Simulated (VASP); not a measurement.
Crystal: SrO.

```
Sr O
1.0
     0.00000    2.56630    2.56630
     2.56630    0.00000    2.56630
     2.56630    2.56630    0.00000
Sr O
1 1
Direct
  0.50000 0.50000 0.50000
  0.00000 0.00000 0.00000
```

Base run:

* Program: VASP 6.6.1
* Functional: HSE03
* Potentials or basis: VASP PAW PBE potentials, release 64 (Sr_sv, O)
* Cutoff: 520 eV
* k mesh: 6 × 6 × 6
* Occupations: gaussian, width 0.02 eV
* Spin: no spin polarisation

Its results: band gap on the k mesh 4.49 eV, indirect (least direct gap 4.59 eV); pressure 1.8 GPa.

Problem. The run is repeated on the same cell with these changes: functional from HSE03 to PBE0. What comes out?

Solution. Band gap on the k mesh 5.47 eV, indirect (least direct gap 5.58 eV); pressure 1.7 GPa.

Caveats: the PAW data sets were made with another functional, which shifts forces and pressure a little.

Not every run made on this cell is shown here.
